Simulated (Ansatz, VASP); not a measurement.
# Two plane-wave programs on Cd

```xyz
4
Lattice="2.9411 -1.9439 0.0000 2.9411 1.9439 0.0000 0.0000 0.0000 7.9295" Properties=species:S:1:pos:R:3 pbc="T T T"
Cd    2.9411   -1.3607    0.9277
Cd    2.9411   -0.5832    4.8925
Cd    2.9411    1.3607    7.0017
Cd    2.9411    0.5832    3.0370
```

Alike in both runs: task single point; functional PBE; k mesh 6 × 6 × 2; occupations gaussian, width 0.1 eV; no spin polarisation.

```csv
,VASP,Ansatz
version,VASP 6.6.1,Ansatz 0.2.0
potentials or method,"VASP PAW PBE potentials, release 64 (Cd)","scalar-relativistic, plane waves, PAW"
plane-wave cutoff (eV),520,420
valence electrons in the cell,48,80
```

```csv
,VASP,Ansatz,Ansatz less VASP
gap on the k mesh at the Fermi level (eV),none,none,-
pressure (GPa),22.7,21.3,-1.35
largest component of the traceless stress (GPa),27.03,25.64,-1.389
rms of the force components (eV/Å),4.522,4.275,-0.2474
```

Atom by atom the forces differ by 0.247 eV/Å (rms over components). A gap of «none» marks a metal or a gap that the smearing closes. The two sets of potentials don't hold the same shells in valence.

Caveats: the k mesh is coarse (spacing up to 0.40 Å⁻¹), so the values aren't converged; so large a pressure means that the cell lies far from this level's equilibrium, or that cutoff or potentials fall short (VASP); forces of over 1 eV/Å show positions far from the minimum, so gaps and moduli don't describe the material at rest.
